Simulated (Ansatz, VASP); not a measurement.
## Two plane-wave programs on Cr

Contents of INCAR:

```
SYSTEM = Cr
ALGO     = Fast           ! electronic algorithm
EDIFF    = 1E-6           ! SCF threshold, eV
ENCUT    = 520            ! plane-wave cutoff, eV
GGA      = PE             ! functional
ISIF     = 2              ! what is computed and relaxed
ISMEAR   = 0              ! smearing method
LASPH    = .TRUE.         ! aspherical terms in the spheres
LCHARG   = .FALSE.        ! write CHGCAR
LREAL    = .FALSE.        ! projectors in reciprocal space
LWAVE    = .FALSE.        ! write WAVECAR
NBANDS   = 12             ! bands
NELM     = 60             ! most SCF steps
PREC     = Accurate       ! precision mode
SIGMA    = 0.05           ! smearing width, eV
```

The input KPOINTS:

```
k-points
0
G
  22 22 22
  0 0 0
```

POSCAR

```
Cr
1.0
   -1.4128508146      1.4128508146      1.4128508146
    1.4128508146     -1.4128508146      1.4128508146
    1.4128508146      1.4128508146     -1.4128508146
Cr
1
Direct
    0.0000000000      0.0000000000      0.0000000000
```

Input for Ansatz:

```yaml
crystal:
  lattice:
    - [-1.4128508146, 1.4128508146, 1.4128508146]
    - [1.4128508146, -1.4128508146, 1.4128508146]
    - [1.4128508146, 1.4128508146, -1.4128508146]
  atoms:
    - { symbol: Cr, position: [0.0, 0.0, 0.0] }
basis:
  ecutwfc: 420
  ecutrho_ratio: 4
kpoints:
  mp_grid: { grid: [22, 22, 22] }
hamiltonian:
  xc: pbe
scf:
  occupations: { method: gaussian, width: 0.05 }
output:
  forces: true
  stress: true
  eigenvalues: true
```

Alike in both runs: task single point; functional PBE; k mesh 22 × 22 × 22; occupations gaussian, width 0.05 eV; no spin polarisation.

```csv
,VASP,Ansatz
version,VASP 6.6.1,Ansatz 0.2.0
potentials or method,"VASP PAW PBE potentials, release 64 (Cr_pv)","scalar-relativistic, plane waves, PAW"
plane-wave cutoff (eV),520,420
valence electrons in the cell,12,14
```

VASP gave:

```
gap on the k mesh at the Fermi level (eV) : none
pressure (GPa)                            : 6.2
```

Q: Which values does Ansatz return?

A: gap on the k mesh at the Fermi level (eV): none; pressure (GPa): 6.5.

A gap of «none» marks a metal or a gap that the smearing closes. The functional is the same, so the differences come from potentials, cutoffs and numerics. The two sets of potentials don't hold the same shells in valence.

Caveats: the run has no spin polarisation, though such a crystal can be magnetic. Spin polarisation is off, so any magnetic state and its effect on volume and gap are missing.
